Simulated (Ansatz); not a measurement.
**Mo2S4 sheet: levels of theory**

The task, for Mo2S4 sheet: compare levels of theory; the runs are relaxing the atoms and single point.

Program: Ansatz 0.2.0. Level of theory: DFT PBE+D3(BJ), scalar-relativistic, plane waves, PAW, and further levels as typed in the inputs. These are calculated values, not measurements.

## Step 1: The system as given

It takes space group P-3m1 (No. 164, trigonal). Conventional cell: a = 3.160 Å, b = 3.160 Å, c = 27.277 Å, α = 90.00°, β = 90.00°, γ = 120.00°. S (site symmetry 3m) has 3 Mo at 2.40 Å as nearest neighbours. Around Mo (site symmetry 3m) lie 6 S at 2.40 Å.

Coordinates:

```
CELL_PARAMETERS angstrom
3.16000 0.00000 0.00000
-1.58000 2.73664 0.00000
0.00000 0.00000 27.27700
ATOMIC_POSITIONS crystal
S 0.66667 0.33333 0.32995
Mo 0.33333 0.66667 0.38732
S 0.66667 0.33333 0.44470
S 0.33333 0.66667 0.55530
Mo 0.66667 0.33333 0.61268
S 0.33333 0.66667 0.67005
```

## Step 2: Relaxing the atoms: Mo2S4 sheet, no spin

input.yaml

```yaml
crystal:
  lattice:
    - [3.16, 0.0, 0.0]
    - [-1.58, 2.736640276, 0.0]
    - [0.0, 0.0, 27.277]
  atoms:
    - { symbol: S, position: [0.6666666667, 0.3333333333, 0.3299483081] }
    - { symbol: Mo, position: [0.3333333333, 0.6666666667, 0.3873226528] }
    - { symbol: S, position: [0.6666666667, 0.3333333333, 0.4446969975] }
    - { symbol: S, position: [0.3333333333, 0.6666666667, 0.5553030025] }
    - { symbol: Mo, position: [0.6666666667, 0.3333333333, 0.6126773472] }
    - { symbol: S, position: [0.3333333333, 0.6666666667, 0.6700516919] }
  periodic: [true, true, false]
scf:
  occupations: { method: gaussian, width: 0.02 }
  n_extra_bands: 6
output:
  forces: true
  stress: false
  write_density: true
  write_potential: true
  elf: true
  volumetric_format: npy
kpoints:
  mp_grid: { grid: [12, 12, 1] }
hamiltonian:
  xc: pbe
  dispersion: d3bj
relax:
  f_tol: 0.004
  max_steps: 100
```

On the command line:

```sh
$ ansatz run input.yaml --threads 4 --pin off --max-ram 12288MiB --backend cpu --events-out ev --progress --plain --runs-dir out
```

The log of the run (excerpt; [...] marks lines left out):

```text
Warning: crystal.periodic: the lattice vector that does not repeat stood 0.000° off the slab's normal, 27.277 Å along it as the deck builds it. The run solves the slab on a vector along the normal, 42.354 Å long, with every atom where it was (on the deck's vector they left 18.00 Å outside [...]
Warning: RAYON_NUM_THREADS=4 ignored (pool sized by the plan → 4); use --threads N
[...]
scf.n_extra_bands = 6 over 26 filled bands (N_el = 52.0): the run solves 32 bands
[...]
Pseudopotentials: kind: paw
Pseudopotential: S, paw, valence charge 6, recommended cutoff 420 eV (normal), S.paw.azcp
Pseudopotential: Mo, paw, valence charge 14, recommended cutoff 420 eV (normal), Mo.paw.azcp
Functional definition: PBE
[...]
Crystal: 6 atoms, lattice volume = 366.268 Å³
Basis set: ecut = 420 eV, 7077 PW (Γ), exchange–correlation on 48×48×576 points (8 copies of the dense FFT grid, shifted against one another)
Bands: 32, of which v1, the nominal top of the filled ones, is band 26 counted from 1 (25 counted from 0)
Symmetry: 12 space group operations
Space group: P-3m1 (ITA 164), of the structure as read, at distance tolerance 7.2e-5 Å
k-points: 19 of 144
[...]
SCF iter   1: F=—  HF=-13527.786643 eV  |F-HF|=—  |Δ(HF+E_count)|=         —  Δρ=3.16e-3  dr2=7.87e-2  ethr=1.77e-3  ⟨swp⟩=15.5  Hψ=4887  notcnv=0
[...]
relax step   1: F+E_penalty+E_count = -13527.79623041 eV  Δ(F+E_penalty+E_count) = +0.000e0 eV  max|allowed force component| = 3.197e-2 eV/Å  Δτ_max = 0.0000 Å  (8 SCF iters, dr2 threshold 4.00e-7 eV, accepted)
[...]
relax step   5: F+E_penalty+E_count = -13527.79829332 eV  Δ(F+E_penalty+E_count) = -2.075e-4 eV  max|allowed force component| = 5.588e-3 eV/Å  Δτ_max = 0.0086 Å  (8 SCF iters, accepted)
[...]
relax step   6: F+E_penalty+E_count = -13527.79833389 eV  Δ(F+E_penalty+E_count) = -4.057e-5 eV  max|allowed force component| = 2.089e-3 eV/Å  Δτ_max = 0.0078 Å  (9 SCF iters, accepted)
NSCF: frozen V_eff on 19 k-points
[...]
SCF converged after 9 iterations
Free energy (F): -13527.798334 eV
[...]
E sigma→0 (E₀):  -13527.798334 eV
Fermi energy:    -4.811751 eV
[...]
--- Forces (eV/Å), atoms counted from 1 ---
  atom   1  S      0.00000000    -0.00000000     0.00208912
  atom   2  Mo    -0.00000000    -0.00000000    -0.00166145
  atom   3  S      0.00000000    -0.00000000     0.00113789
  atom   4  S     -0.00000000     0.00000000    -0.00113789
  atom   5  Mo    -0.00000000     0.00000000     0.00166145
  atom   6  S      0.00000000     0.00000000    -0.00208912
[...]
--- Band table (eV; the first three rows and the last of 19) ---
[...]
--- Relaxed structure (6 steps of the walk, 4 accepted, 0 SCFs on fresh bases) ---
  F+E_penalty+E_count = -13527.79833389 eV   max|allowed force component| = 2.089e-3 eV/Å
  cell:  # Å, volume = 366.2682 Å³
    - [3.160000000023772, 0.0, 0.0]
    - [-1.580000000011886, 2.736640275979413, 0.0]
    - [0.0, 0.0, 42.353999999825206]
  atoms:
    - { symbol: S, position: [0.6666666666666667, 0.33333333333333337, 0.21356867651772113] }
    - { symbol: Mo, position: [0.3333333333333334, 0.6666666666666667, 0.2505174039807737] }
    - { symbol: S, position: [0.6666666666666667, 0.33333333333333337, 0.28742590328773127] }
    - { symbol: S, position: [0.3333333333333334, 0.6666666666666667, 0.3565982738882752] }
    - { symbol: Mo, position: [0.6666666666666667, 0.33333333333333337, 0.39350677319523275] }
    - { symbol: S, position: [0.3333333333333334, 0.6666666666666667, 0.4304555006582855] }
```

It took 27 s on 4 threads of Intel Xeon Platinum 8259CL at 2.50GHz (Skylake/Cascade Lake), shared host; peak memory 0.85 GiB.

Step by step:

```csv
step,E - E(step 1) (eV/cell),largest force component (eV/Å)
1,0.0000,0.0320
2,0.0110,0.1404
3,-0.0019,0.0189
4,-0.0018,0.0812
5,-0.0021,0.0056
6,-0.0021,0.0021
```

Step 1 is the start. Steps 2, 4 were tried and not accepted.

Density in a lattice plane of the grid's cell (edges 3.16 and 42.35 Å, at 0.333 of the third edge), which holds S and Mo.

Values in e/Å³, 12 rows by 6 columns:
```
0.00 0.00 0.00 0.00 0.00 0.00
0.00 0.00 0.00 0.00 0.00 0.00
0.00 0.00 0.00 0.00 0.00 0.00
0.00 0.00 0.00 0.00 0.00 0.00
0.00 0.00 0.00 0.00 0.00 0.00
0.00 0.00 0.00 0.00 0.00 0.00
0.42 0.46 0.42 0.48 0.74 0.48
0.10 0.14 0.10 0.06 0.04 0.05
0.50 1.00 0.57 0.27 0.24 0.27
0.01 0.00 0.01 0.01 0.01 0.01
0.00 0.00 0.00 0.00 0.00 0.00
0.00 0.00 0.00 0.00 0.00 0.00
```
Columns run along the first of these edges and rows up along the second, over one cell in 6 and 12 even steps from the bottom left corner. Atoms in the plane (fractional): S at (0.67, 0.21), S at (0.67, 0.29), Mo at (0.67, 0.39).

ELF in the same plane.

Ten even steps from ' ' (0.00) to '@' (0.90):
```
            
            
            
            
            
            
            
            
            
            
**%%**..  ..
::--::%%**##
##%%##--..::
##  **@@@@@@
::==::......
##  **@@@@@@
            
            
            
            
```
Columns run along the first of these edges and rows up along the second, over one cell in 6 and 20 even steps from the bottom left corner. Atoms in the plane (fractional): S at (0.67, 0.21), S at (0.67, 0.29), Mo at (0.67, 0.39).

Both are smooth fields of the valence electrons: close to the nuclei they are not physical.

Outside the cores ELF peaks at 0.96 beside S, off the lines to its neighbours, 0.9 Å from S; 0.87 on the S–Mo line, 0.8 Å from S; 0.46 between the atoms, 1.8 Å from Mo.

## Step 3: Single point: LDA with spin-orbit coupling

It takes the final geometry of step 2.

input.yaml

```yaml
crystal:
  lattice:
    - [3.16, 0.0, 0.0]
    - [-1.58, 2.736640276, 0.0]
    - [0.0, 0.0, 42.3539999998]
  atoms:
    - { symbol: S, position: [0.6666666667, 0.3333333333, 0.2135686765] }
    - { symbol: Mo, position: [0.3333333333, 0.6666666667, 0.250517404] }
    - { symbol: S, position: [0.6666666667, 0.3333333333, 0.2874259033] }
    - { symbol: S, position: [0.3333333333, 0.6666666667, 0.3565982739] }
    - { symbol: Mo, position: [0.6666666667, 0.3333333333, 0.3935067732] }
    - { symbol: S, position: [0.3333333333, 0.6666666667, 0.4304555007] }
  periodic: [true, true, false]
scf:
  occupations: { method: gaussian, width: 0.01 }
  n_extra_bands: 8
output:
  eigenvalues: true
  eigenstates:
    kpoints:
      - [0.333333, 0.333333, 0.0]
      - [0.0, 0.0, 0.0]
      - [0.166667, 0.166667, 0.0]
      - [0.175, 0.175, 0.0]
      - [0.183333, 0.183333, 0.0]
    top_band: c8
    e_range: [-2.5, 3]
kpoints:
  mp_grid: { grid: [12, 12, 1] }
hamiltonian:
  xc: lda
  pseudopotentials: { kind: paw_fr }
magnetization:
  noncollinear: true
  spin_orbit: true
```

On the command line:

```sh
$ ansatz run input.yaml --threads 4 --pin off --max-ram 12288MiB --backend cpu --events-out ev --progress --plain --runs-dir out
```

The log of the run (excerpt; [...] marks lines left out):

```text
Warning: RAYON_NUM_THREADS=4 ignored (pool sized by the plan → 4); use --threads N
scf.n_extra_bands = 8 over 52 filled bands (N_el = 52.0): the run solves 60 bands
[...]
Pseudopotentials: kind: paw_fr
Pseudopotential: S, paw_fr, valence charge 6, recommended cutoff 420 eV (normal), S.paw.azcp#standard-fr
Pseudopotential: Mo, paw_fr, valence charge 14, recommended cutoff 420 eV (normal), Mo.paw.azcp#standard-fr
Functional definition: SPW92
[...]
non-collinear run that drives no moment, with spin-orbit: no starting moment large enough to seed its density (crystal.atoms[].spin), no starting occupations that ask for one, no magnetisation constraint and no magnetic field, so the semilocal B_xc is pinned to zero
Crystal: 6 atoms, lattice volume = 366.268 Å³
Basis set: ecut = 420 eV, 7077 PW (Γ)
Bands: 60, of which v1, the nominal top of the filled ones, is band 52 counted from 1 (51 counted from 0)
[...]
SCF iter  10: F=-13171.891310 eV  HF=-13171.891310 eV  |F-HF|=2.46e-8  |Δ(HF+E_count)|=   1.78e-8  Δρ=3.06e-6  dr2=4.37e-8  dr2_m=0.00e0 (ungated)  ethr=1.92e-10  |M|=0.00e0 ∫|m|=0.00e0 μB  |m|>n=0.0e0 m-floor=0.0e0 τ_xc=0.0e0  ⟨swp⟩=15.8  Hψ=2600  notcnv=0
[...]
NSCF: frozen V_eff on 5 k-points
SCF converged after 10 iterations
Magnetization: |M| = 0.0000 μB,  M = (+0.0000, +0.0000, +0.0000) μB
Absolute magnetization: 0.0000 μB (∫|m|)
  site 0: m = (+0.0000, +0.0000, +0.0000) μB, |m| = 0.0000 μB  (R = 0.99 Å)
  site 1: m = (+0.0000, +0.0000, +0.0000) μB, |m| = 0.0000 μB  (R = 0.99 Å)
  site 2: m = (+0.0000, +0.0000, +0.0000) μB, |m| = 0.0000 μB  (R = 0.99 Å)
  site 3: m = (+0.0000, +0.0000, +0.0000) μB, |m| = 0.0000 μB  (R = 0.99 Å)
  site 4: m = (+0.0000, +0.0000, +0.0000) μB, |m| = 0.0000 μB  (R = 0.99 Å)
  site 5: m = (+0.0000, +0.0000, +0.0000) μB, |m| = 0.0000 μB  (R = 0.99 Å)
Free energy (F): -13171.891310 eV
[...]
E sigma→0 (E₀):  -13171.891310 eV
Fermi energy:    -5.056923 eV
[...]
--- Band table (eV; the first three rows and the last of 19) ---
[...]
```

Wall time 36 s (4 threads of Intel Xeon Platinum 8259CL at 2.50GHz (Skylake/Cascade Lake), shared host); peak memory 1.8 GiB.

## Step 4: Single point: r2SCAN with spin-orbit coupling

It takes the final geometry of step 2.

input.yaml: that of step 3 with these lines changed.

```diff
@@ -30,3 +30,3 @@
 hamiltonian:
-  xc: lda
+  xc: r2scan
   pseudopotentials: { kind: paw_fr }
```

On the command line:

```sh
$ ansatz run input.yaml --threads 4 --pin off --max-ram 12288MiB --backend cpu --events-out ev --progress --plain --runs-dir out
```

The log of the run (excerpt; [...] marks lines left out):

```text
Warning: RAYON_NUM_THREADS=4 ignored (pool sized by the plan → 4); use --threads N
scf.n_extra_bands = 8 over 52 filled bands (N_el = 52.0): the run solves 60 bands
[...]
[... 1 set-up line as earlier in the session ...]
Pseudopotential: S, paw_fr, valence charge 6, recommended cutoff 500 eV (meta_gga), S.paw.azcp#standard-fr
Pseudopotential: Mo, paw_fr, valence charge 14, recommended cutoff 500 eV (meta_gga), Mo.paw.azcp#standard-fr
Functional definition: r2SCAN
[...]
non-collinear run that drives no moment, with spin-orbit: no starting moment large enough to seed its density (crystal.atoms[].spin), no starting occupations that ask for one, no magnetisation constraint and no magnetic field, so the semilocal B_xc is pinned to zero
Crystal: 6 atoms, lattice volume = 366.268 Å³
Basis set: ecut = 500 eV, 9227 PW (Γ), exchange–correlation on 96×96×1280 points (64 copies of the dense FFT grid, shifted against one another)
[...]
NSCF: frozen V_eff on 5 k-points
SCF converged after 13 iterations
Magnetization: |M| = 0.0000 μB,  M = (+0.0000, +0.0000, +0.0000) μB
Absolute magnetization: 0.0000 μB (∫|m|)
  site 0: m = (+0.0000, +0.0000, +0.0000) μB, |m| = 0.0000 μB  (R = 0.99 Å)
  site 1: m = (+0.0000, +0.0000, +0.0000) μB, |m| = 0.0000 μB  (R = 0.99 Å)
  site 2: m = (+0.0000, +0.0000, +0.0000) μB, |m| = 0.0000 μB  (R = 0.99 Å)
  site 3: m = (+0.0000, +0.0000, +0.0000) μB, |m| = 0.0000 μB  (R = 0.99 Å)
  site 4: m = (+0.0000, +0.0000, +0.0000) μB, |m| = 0.0000 μB  (R = 0.99 Å)
  site 5: m = (+0.0000, +0.0000, +0.0000) μB, |m| = 0.0000 μB  (R = 0.99 Å)
Free energy (F): -13551.586297 eV
[...]
E sigma→0 (E₀):  -13551.586297 eV
Fermi energy:    -4.945139 eV
[...]
--- Band table (eV; the first three rows and the last of 19) ---
[...]
  the weakly bound empty levels are not read free of the cell's end (spinor_tau)
```

It took 76 s on 4 threads of Intel Xeon Platinum 8259CL at 2.50GHz (Skylake/Cascade Lake), shared host; peak memory 3 GiB.

## Step 5: Summary of results

| step | level | energy (eV) | gap on the mesh (eV) | time |
| --- | --- | --- | --- | --- |
| 2 | PBE+D3(BJ) | -13527.798 | 1.20 | 27 s |
| 3 | LDA with spin-orbit coupling | -13171.891 | 1.13 | 36 s |
| 4 | r2SCAN with spin-orbit coupling | -13551.586 | 1.30 | 76 s |

Totals of different systems or levels have different zeros; only balanced differences at one level mean anything.

**Reading.** The gap on the mesh runs from 1.13 eV with LDA with spin-orbit coupling to 1.30 eV with r2SCAN with spin-orbit coupling.

These are semilocal Kohn-Sham gaps, which aren't the measured quantity. Such gaps usually fall short of the measured ones.
